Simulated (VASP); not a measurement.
Y:

```xyz
1
Lattice="-1.7564 1.7564 2.6865 1.7564 -1.7564 2.6865 1.7564 1.7564 -2.6865" Properties=species:S:1:pos:R:3 pbc="T T T"
Y     0.0000    0.0000    2.6865
```

The cell was built by a generator and needn't be a form met in nature.

```yaml
Program: VASP 6.6.1
Task: relaxation of cell and atoms
Functional: r2SCAN
Potentials_or_basis: VASP PAW PBE potentials, release 64 (Y_sv)
Cutoff: 600 eV
k_mesh: 8 × 8 × 8
Occupations: gaussian, width 0.1 eV
Spin: no spin polarisation
```

At the start: pressure -0.1 GPa; volume 33.15 Å³/atom.

Problem. How do energy, volume and symmetry change on relaxing?

Solution. Over 6 steps the energy falls by 10.5 meV/atom and the volume is 32.97 Å³/atom (-0.5 %); space group Fm-3m (No. 225, to 0.05 Å).

Step by step:
```csv
step,energy change (eV),largest force (eV/Å),pressure (GPa),volume (Å³)
1,0.0000,0.0000,-0.09,33.15
2,-0.0035,0.0000,-0.02,33.06
3,-0.0101,0.0000,0.29,32.75
4,-0.0102,0.0000,0.38,32.68
5,-0.0102,0.0000,-0.30,33.27
6,-0.0105,0.0000,0.03,32.97
```

Final structure:
```xyz
1
Lattice="-1.8015 1.8015 2.5400 1.8015 -1.8015 2.5400 1.8015 1.8015 -2.5400" Properties=species:S:1:pos:R:3 pbc="T T T"
Y     0.0000    0.0000    2.5400
```

Caveat: the PAW data sets were made with another functional, which shifts forces and pressure a little.
